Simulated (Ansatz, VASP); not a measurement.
# One calculation of Al, two programs

```xyz
1
Lattice="-0.0202 2.0139 2.0139 2.0139 -0.0202 2.0139 2.0139 2.0139 -0.0202" Properties=species:S:1:pos:R:3 pbc="T T T"
Al    0.0000    0.0000    0.0000
```

Change from the starting cell: equal xy, yz and zx shear strains of -1 %, PAW files.

Alike in both runs: task electric field gradients; functional PBE; k mesh 14 × 14 × 14; occupations fermi-dirac, width 0.05 eV; no spin polarisation.

|  | VASP | Ansatz |
| --- | --- | --- |
| version | VASP 6.6.1 | Ansatz 0.2.0 |
| potentials or method | VASP PAW PBE potentials, release 64 (Al) | PAW with Ansatz's default frozen-core files, scalar-relativistic |
| plane-wave cutoff (eV) | 520 | 420 |
| valence electrons in the cell | 3 | 3 |

```tsv
	VASP	Ansatz	Ansatz less VASP
pressure (GPa)	-0.6	-0.6	+0.04
Vzz of the field gradient on the site that differs most (V/Å²)	-1.3	-1.2	+0.07
```
